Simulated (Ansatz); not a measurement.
GaP: the relaxed cell by functional

The starting cell is an entry of the Crystallography Open Database (1963):

```
Ga P
1.0
     0.00000    2.72525    2.72525
     2.72525    0.00000    2.72525
     2.72525    2.72525    0.00000
Ga P
1 1
Cartesian
  0.0000 0.0000 0.0000
  1.3626 1.3626 1.3626
```

Atoms and cell were relaxed at zero pressure with plane-wave PAW DFT (Ansatz 0.2.0; one set of PAW datasets, made under PBE, for all functionals; 420 eV, r2SCAN 500 eV; 8×8×8 Γ-centred mesh, fermi-dirac occupations of width 0.020 eV; no spin polarisation, no spin-orbit coupling, no dispersion correction), keeping the symmetry (F-43m, No. 216).

Q: How do the functionals compare with each other and with the entry?

A: The relaxed conventional cells:

| functional | a (Å) | volume (Å³/atom) | formation energy (eV/atom) |
| --- | --- | --- | --- |
| LDA | 5.391 | 19.59 | -0.413 |
| PBEsol | 5.439 | 20.11 | -0.409 |
| PBE | 5.506 | 20.86 | -0.432 |
| r2SCAN | 5.451 | 20.25 | -0.526 |
| the entry | 5.451 | 20.24 | – |

LDA gives the smallest volume and PBE the largest, 6.5 % more, the usual order, since LDA overbinds and PBE's gradient terms loosen the lattice. Against the entry's volume: LDA -3.2 %, PBEsol -0.6 %, PBE +3.1 %, r2SCAN +0.1 %. No verdict is drawn from this: the entry is old or was flagged in a check, so the entry may be off as well as the functionals. The formation energies span 0.12 eV an atom, lowest under r2SCAN.

Caveats: each relaxation keeps the start's symmetry, so a distorted cell may lie lower; computed cells are at 0 K with fixed nuclei, while the entry holds thermal expansion, often some tenths of a per cent in volume and more in soft crystals; formation energies are at zero smearing against the elements' usual phases under the same functional, gases as free molecules, uncorrected.
